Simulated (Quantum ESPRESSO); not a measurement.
The system is SnO.

```xyz
4
Lattice="3.8137 0.0000 0.0000 0.0000 3.8137 0.0000 0.0000 0.0000 4.8869" Properties=species:S:1:pos:R:3 pbc="T T T"
Sn    1.9068    0.0000    3.7367
Sn    0.0000    1.9068    1.1503
O     0.0000    0.0000    0.0000
O     1.9068    1.9068    0.0000
```

The cell is a database's computed one.

| Property | Result |
| --- | --- |
| Program | Quantum ESPRESSO 7.5 |
| Task | Wannier functions |
| Functional | PBE |
| Potentials or basis | GBRV 1.5 PBE |
| Cutoff | 925 eV |
| Density cutoff | 7401 eV |
| k mesh | 7 × 7 × 6 |
| Occupations | fermi-dirac, width 0.05 eV |
| Spin | no spin polarisation |
| Mixing beta | 0.5 |
| Most SCF iterations | 120 |
| SCF threshold | 8e-10 Ry |
| k mesh for the Wannier functions | 3 × 3 × 2 |

Start: SCDM on the occupied bands; the lowest 10 bands are left out. The reference level is the Fermi level, or the middle of the gap.

With SCDM on the occupied bands, how many functions result, how localised are they, and how well do they interpolate the bands?

10 functions with spreads from 0.98 to 2.02 Å², 11.9 Å² in all; they miss the direct bands by 49 meV (root mean square).

Wannier functions:
```csv
function,nearest atom,distance (Å),spread (Å²),on-site energy from the reference level (eV)
1,4 O,0.43,0.98,-8.68
2,3 O,0.43,0.98,-8.68
3,3 O,0.43,0.98,-8.68
4,4 O,0.43,0.98,-8.68
5,4 O,0.43,0.98,-8.68
6,4 O,0.43,0.98,-8.68
7,3 O,0.43,0.98,-8.68
8,3 O,0.43,0.98,-8.68
9,2 Sn,0.63,2.02,-4.14
10,1 Sn,0.63,2.02,-4.14
```

Parts of the spread (Å²): invariant 10.70, diagonal 0.015, off-diagonal 1.20, total 11.91. Against the direct bands the interpolation misses by 49 meV (root mean square) and 208 meV at most, for states up to 1 eV over the reference level.

Caveat: spin-orbit coupling is left out, which moves the levels of the heavy elements; the mesh misses the band edges, which the band path finds closer together.
